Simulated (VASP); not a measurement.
# CdS (P6_3mc) in VASP: notebook, part 2 of 2

VASP 6.6.1. The steps go on from the part before.

## (4) Band structure, PBE0

The input, POSCAR:

```
CdS                                     
1.0
    4.1688897967      0.0000000000      0.0000000000
   -2.0844448484      3.6103644707      0.0000000000
    0.0000000000      0.0000000000      6.7801618396
  Cd              S             
     2     2
Direct
     0.6666666699999979    0.3333333300000021    0.5001861622150443
     0.3333333300000021    0.6666666699999979    0.0001861622150443
     0.6666666699999979    0.3333333300000021    0.8768138377849510
     0.3333333300000021    0.6666666699999979    0.3768138377849510
```

The input, INCAR.step1:

```
SYSTEM = CdS
PREC = Accurate
ENCUT = 450
EDIFF = 1E-5
ISMEAR = 0
SIGMA = 0.02
LREAL = .False.
LASPH = .True.
NELM = 120
ALGO = Normal
ISIF = 2
LWAVE = .True.
LCHARG = .False.
KPAR = 4
GGA = PE
```

The input, INCAR.step2:

```
SYSTEM = CdS
PREC = Accurate
ENCUT = 450
EDIFF = 1E-6
ISMEAR = 0
SIGMA = 0.02
LREAL = .False.
LASPH = .True.
NELM = 120
ALGO = Normal
ISIF = 2
LWAVE = .False.
LCHARG = .False.
GGA = PE
LHFCALC = .True.
AEXX = 0.25
PRECFOCK = Fast
HFRCUT = -1
KPAR = 4
ISTART = 1
```

The input, KPOINTS:

```
regular mesh
0
Gamma
  6 6 4
  0 0 0
```

The input, KPOINTS_OPT:

```
path GMKGALHA,LM,KH
10
line-mode
reciprocal
 0.0000000000  0.0000000000  0.0000000000  G
 0.5000000000  0.0000000000  0.0000000000  M

 0.5000000000  0.0000000000  0.0000000000  M
 0.3333333333  0.3333333333  0.0000000000  K

 0.3333333333  0.3333333333  0.0000000000  K
 0.0000000000  0.0000000000  0.0000000000  G

 0.0000000000  0.0000000000  0.0000000000  G
 0.0000000000  0.0000000000  0.5000000000  A

 0.0000000000  0.0000000000  0.5000000000  A
 0.5000000000  0.0000000000  0.5000000000  L

 0.5000000000  0.0000000000  0.5000000000  L
 0.3333333333  0.3333333333  0.5000000000  H

 0.3333333333  0.3333333333  0.5000000000  H
 0.0000000000  0.0000000000  0.5000000000  A

 0.5000000000  0.0000000000  0.5000000000  L
 0.5000000000  0.0000000000  0.0000000000  M

 0.3333333333  0.3333333333  0.0000000000  K
 0.3333333333  0.3333333333  0.5000000000  H
```

Potentials or basis: VASP PAW PBE potentials, release 64 (Cd, S).

Launch:

```
cat potpaw_PBE.64/Cd/POTCAR potpaw_PBE.64/S/POTCAR > POTCAR
cp INCAR.step1 INCAR
mpirun -np 4 vasp_std > vasp.out
cp INCAR.step2 INCAR
mpirun -np 4 vasp_std > vasp.out
```

OUTCAR:

```text
SYSTEM = CdS
   PREC = Accurate
   ENCUT = 450
   EDIFF = 1E-6
   ISMEAR = 0
   LREAL = .False.
   LASPH = .True.
   NELM = 120
   ISIF = 2
   GGA = PE
   LHFCALC = .True.
   AEXX = 0.25
   PRECFOCK = Fast
   ISTART = 1

 ion  position               nearest neighbor table
   1  0.667  0.333  0.500-   4 2.55   4 2.55   4 2.55   3 2.55
   2  0.333  0.667  0.000-   3 2.55   3 2.55   3 2.55   4 2.55
   3  0.667  0.333  0.877-   2 2.55   2 2.55   2 2.55   1 2.55
   4  0.333  0.667  0.377-   1 2.55   1 2.55   1 2.55   2 2.55

  LATTYP: Found a hexagonal cell.
 ALAT       =     4.1688897967
 C/A-ratio  =     1.6263710892

  Lattice vectors:

 A1 = (   4.1688897967,   0.0000000000,   0.0000000000)
 A2 = (  -2.0844448484,   3.6103644707,   0.0000000000)
 A3 = (   0.0000000000,   0.0000000000,   6.7801618396)

Analysis of symmetry for initial positions (statically):
=====================================================================
 Subroutine PRICEL returns:
 Original cell was already a primitive cell.

 Routine SETGRP: Setting up the symmetry group for a
 hexagonal supercell.
[... 176 lines left out ...]

  energy without entropy =      -16.36211228  energy(sigma->0) =      -16.36211228

 E-fermi :   0.1718     XC(G=0):  -7.1125

 val. band max:        0.0629223676   @ k =   0.0000   0.0000   0.0000
 cond. band min:       2.8903253176   @ k =   0.0000   0.0000   0.0000
 fundamental gap:      2.8274029500
 Fermi energy:         0.1718176060

 k-point     1 :       0.0000    0.0000    0.0000
  band No.  band energies     occupation
      1     -13.3937      2.00000
      2     -12.9572      2.00000
      3      -8.7351      2.00000
      4      -8.7279      2.00000
      5      -8.7279      2.00000
      6      -8.6480      2.00000
[... 514 lines left out ...]
     21       7.9021      0.00000
     22       7.9021      0.00000

------------------------ aborting loop because EDIFF is reached ----------------------------------------

  FORCE on cell =-STRESS in cart. coord.  units (eV):
  Direction    XX          YY          ZZ          XY          YZ          ZX
  --------------------------------------------------------------------------------------
  -------------------------------------------------------------------------------------
  Total       -0.0292518     -0.0292518     -0.0495965     -0.0000000      0.0000000      0.0000000
  in kB       -0.4592526     -0.4592526     -0.7786636     -0.0000000      0.0000000      0.0000000
  external PRESSURE =      -0.5657229 kB  Pullay stress =       0.0000000 kB

 VOLUME and BASIS-vectors are now :
 -----------------------------------------------------------------------------
  energy-cutoff  :      450.00
  volume of cell :      102.05
      direct lattice vectors                 reciprocal lattice vectors
     4.168889797  0.000000000  0.000000000     0.239872016  0.138490170  0.000000000
    -2.084444848  3.610364471  0.000000000     0.000000000  0.276980346  0.000000000
     0.000000000  0.000000000  6.780161840     0.000000000  0.000000000  0.147489105

 POSITION                                       TOTAL-FORCE (eV/Angst)
 -----------------------------------------------------------------------------------
      2.08444      1.20345      3.39134        -0.000000      0.000000     -0.003139
      0.00000      2.40691      0.00126        -0.000000     -0.000000     -0.003139
      2.08444      1.20345      5.94494        -0.000000      0.000000      0.003139
      0.00000      2.40691      2.55486         0.000000      0.000000      0.003139
 -----------------------------------------------------------------------------------
    total drift:                                0.000007      0.000001     -0.000767

  FREE ENERGIE OF THE ION-ELECTRON SYSTEM (eV)
  ---------------------------------------------------
  free  energy   TOTEN  =       -16.3621122808 eV

  energy  without entropy=      -16.3621122808  energy(sigma->0) =      -16.36211228
```

OUTCAR.step1:

```text
SYSTEM = CdS
   PREC = Accurate
   ENCUT = 450
   EDIFF = 1E-5
   ISMEAR = 0
   LREAL = .False.
   LASPH = .True.
   NELM = 120
[... 751 lines left out ...]
      0.00000      2.40691      0.00126        -0.000000      0.000000      0.000295
      2.08444      1.20345      5.94494        -0.000000      0.000000     -0.000295
      0.00000      2.40691      2.55486         0.000000     -0.000000     -0.000295
 -----------------------------------------------------------------------------------
    total drift:                               -0.000015      0.000008     -0.000760

  FREE ENERGIE OF THE ION-ELECTRON SYSTEM (eV)
  ---------------------------------------------------
  free  energy   TOTEN  =       -12.2839756082 eV

  energy  without entropy=      -12.2839756082  energy(sigma->0) =      -12.28397561
```

Run time: 50 min. Hardware: 4 MPI ranks of AMD EPYC 9R45 (Zen 5), shared host; peak memory 0.33 GiB.

Results:

* Free energy: -16.3621 eV
* Pressure: -0.1 GPa
* Largest force: 0.003 eV/Å
* Band gap on the k mesh: 2.83 eV, direct
* Band gap along the path: 2.83 eV, direct

Forces in eV/Å, atoms in the order of the input:
```
Cd   0.000  0.000 -0.003
Cd   0.000  0.000 -0.003
S    0.000  0.000  0.003
S    0.000  0.000  0.003
```

Levels at the corners of the path, in eV from the valence-band top:
```
point  band 14  band 15  band 16  band 17  band 18  band 19  band 20  band 21  band 22
    Γ    -0.79    -0.79    -0.03     0.00     0.00     2.83     4.54     8.35     8.45
    M    -3.68    -2.76    -1.95    -1.34    -0.79     5.51     5.62     6.80     8.34
    M    -3.68    -2.76    -1.95    -1.34    -0.79     5.51     5.62     6.80     8.40
    K    -3.83    -3.23    -1.93    -1.93    -1.73     6.32     7.05     7.05     8.91
    K    -3.83    -3.23    -1.93    -1.93    -1.73     6.32     7.05     7.05     8.92
    Γ    -0.79    -0.79    -0.03     0.00     0.00     2.83     4.54     8.35     8.37
    Γ    -0.79    -0.79    -0.03     0.00     0.00     2.83     4.54     8.35     8.46
    A    -2.58    -0.41    -0.41    -0.41    -0.41     4.57     4.57     8.02     8.04
    A    -2.58    -0.41    -0.41    -0.41    -0.41     4.57     4.57     8.03     8.03
    L    -4.34    -1.41    -1.41    -1.38    -1.38     5.20     5.20     7.18     7.18
    L    -4.34    -1.41    -1.41    -1.38    -1.38     5.20     5.20     7.18     7.18
    H    -4.20    -2.55    -2.55    -1.16    -1.16     6.21     6.21     7.84     7.84
    H    -4.20    -2.55    -2.55    -1.16    -1.16     6.21     6.21     7.84     7.84
    A    -2.58    -0.41    -0.41    -0.41    -0.41     4.57     4.57     8.02     8.02
    L    -4.34    -1.41    -1.41    -1.38    -1.38     5.20     5.20     7.18     7.18
    M    -3.68    -2.76    -1.95    -1.34    -0.79     5.51     5.62     6.80     8.38
    K    -3.83    -3.23    -1.93    -1.93    -1.73     6.32     7.05     7.05     8.92
    H    -4.20    -2.55    -2.55    -1.16    -1.16     6.21     6.21     7.84     7.85
```

Caveat: the PAW data sets were made with another functional, which shifts forces and pressure a little.

## (5) Overview

| level | k mesh | grid for exact exchange (PRECFOCK) | screening parameter | exchange at q = 0 | gap on the mesh (eV) | pressure (GPa) |
| --- | --- | --- | --- | --- | --- | --- |
| r2SCAN | 10 × 10 × 6 | - | - | - | 1.61 | -0.1 |
| HSE06 | 6 × 6 × 4 | Fast | 0.2 1/A | - | 2.20 | 0.1 |
| PBE0 | 6 × 6 × 4 | Fast | - | truncated | 2.83 | -0.1 |

Alike in all rows: task band structure; potentials or basis VASP PAW PBE potentials, release 64 (Cd, S); no spin polarisation; cell as given; cutoff (eV) 450; smearing gaussian 0.02 eV.

On the cell as given the gap runs from 1.61 eV (r2SCAN) to 2.83 eV (PBE0); the meshes differ, which moves gaps too.

Caveats: the PAW data sets were made with another functional, which shifts forces and pressure a little.

Total energies depend on the potentials used, so only differences within one code and one set of settings carry meaning.

## (6) How close it comes

Step 2. Against the measured gap of CdS, 2.5809 eV (quoted in “Isotope dependence of band-gap energy”, 2008, arxiv:0807.2152), the calculated 1.61 eV is off by -0.97 eV. Spin-orbit coupling on Cd is left out. The value is that of r2SCAN, without temperature or zero-point motion. The cell is a database's relaxed one, not the measured one, which moves gaps too.

Step 3. Against the measured gap of CdS, 2.5809 eV (quoted in “Isotope dependence of band-gap energy”, 2008, arxiv:0807.2152), the calculated 2.20 eV is off by -0.38 eV. Spin-orbit coupling on Cd is left out. The value is that of HSE06, without temperature or zero-point motion. The cell is a database's relaxed one, not the measured one, which moves gaps too.

Step 4. Against the measured gap of CdS, 2.5809 eV (quoted in “Isotope dependence of band-gap energy”, 2008, arxiv:0807.2152), the calculated 2.83 eV is off by +0.25 eV. Spin-orbit coupling on Cd is left out. The value is that of PBE0, without temperature or zero-point motion. The cell is a database's relaxed one, not the measured one, which moves gaps too.
